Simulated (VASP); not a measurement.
A run of VASP 6.6.1:

Contents of INCAR:

```
AGGAC = 1.0
AGGAX = 1.0
ALDAC = 0.0
ALDAX = 1.0
ALGO = Normal
EDIFF = 1E-6
ENCUT = 520
GGA = B5
ISIF = 2
ISMEAR = -1
LASPH = True
LCHARG = False
LREAL = False
LWAVE = False
NBANDS = 28
NELM = 60
PREC = Accurate
SIGMA = 0.1
```

Contents of KPOINTS:

```
k-points
0
Gamma
  19 19 5
```

The input POSCAR:

```
Ni
1.0
    2.5250704391      0.0000000000      0.0000000000
   -1.2625352196      2.1867751466      0.0000000000
    0.0000000000      0.0000000000      8.2800602659
Ni
4
Direct
    0.0000000000      1.0000000000      0.0000000000
    0.0000000000      1.0000000000      0.5000000000
    0.3333333333      0.6666666667      0.2500000000
    0.6666666667      0.3333333333      0.7500000000
```

Potentials or basis: VASP PAW PBE potentials, release 64 (Ni).

Launch:

```sh
$ cat potpaw_PBE.64/Ni/POTCAR > POTCAR
$ mpirun -np 1 vasp_std > vasp.out
```

Hardware: 1 thread of Intel(R) Xeon(R) 6975P-C (Granite Rapids), on a shared host.

Estimate the wall time of this run.

Run time: 75 s on 1 thread of Intel(R) Xeon(R) 6975P-C (Granite Rapids) (shared host), peak memory 0.24 GiB. Counts: scf iterations 16, k points 120.
